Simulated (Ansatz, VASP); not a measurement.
# ZnSe: VASP beside Ansatz

The input INCAR:

```
ALGO = Normal ; EDIFF = 1E-8
ENCUT = 520 ; GGA = PE
ISIF = 2 ; ISMEAR = -1
LASPH = True ; LCHARG = False
LEFG = True ; LREAL = False
LWAVE = False ; NBANDS = 16
NELM = 60 ; PREC = Accurate
SIGMA = 0.08
```

Contents of KPOINTS:

```
k-points
0
Gamma
  13 13 13
```

File POSCAR:

```
ZnSe
1.0
    0.0000000000      2.7362507069      2.7362507069
    2.7362507069      0.0000000000      2.7362507069
    2.7362507069      2.7362507069      0.0000000000
Zn Se
1 1
Direct
    0.0000000000      0.0000000000      0.0000000000
    0.5000000000      0.5000000000      0.5000000000
```

Input for Ansatz:

```yaml
crystal:
  lattice:
    - [0.0, 2.7362507069, 2.7362507069]
    - [2.7362507069, 0.0, 2.7362507069]
    - [2.7362507069, 2.7362507069, 0.0]
  atoms:
    - { symbol: Zn, position: [0.0, 0.0, 0.0] }
    - { symbol: Se, position: [0.5, 0.5, 0.5] }
kpoints:
  mp_grid: { grid: [13, 13, 13] }
scf:
  occupations: { method: fermi_dirac, width: 0.08 }
hamiltonian:
  xc: pbe
  pseudopotentials: { kind: paw }
output:
  forces: true
  stress: true
  eigenvalues: true
  efg: { contact_densities: true }
```

Change from the starting cell: volume scaled by 1.06, PAW files.

Alike in both runs: task electric field gradients; functional PBE; k mesh 13 × 13 × 13; occupations fermi-dirac, width 0.08 eV; no spin polarisation.

```csv
,VASP,Ansatz
version,VASP 6.6.1,Ansatz 0.2.0
potentials or method,"VASP PAW PBE potentials, release 64 (Zn, Se)","PAW with Ansatz's default frozen-core files, scalar-relativistic"
plane-wave cutoff (eV),520,420
valence electrons in the cell,18,28
```

Ansatz gave:

| Item | Value |
| --- | --- |
| pressure (GPa) | -3.5 |
| Vzz of the field gradient on the site that differs most (V/Å²) | 0.0 |

What did VASP give for the same quantities?

Pressure (GPa): -3.4; Vzz of the field gradient on the site that differs most (V/Å²): 0.0.

The two sets of potentials don't hold the same shells in valence.
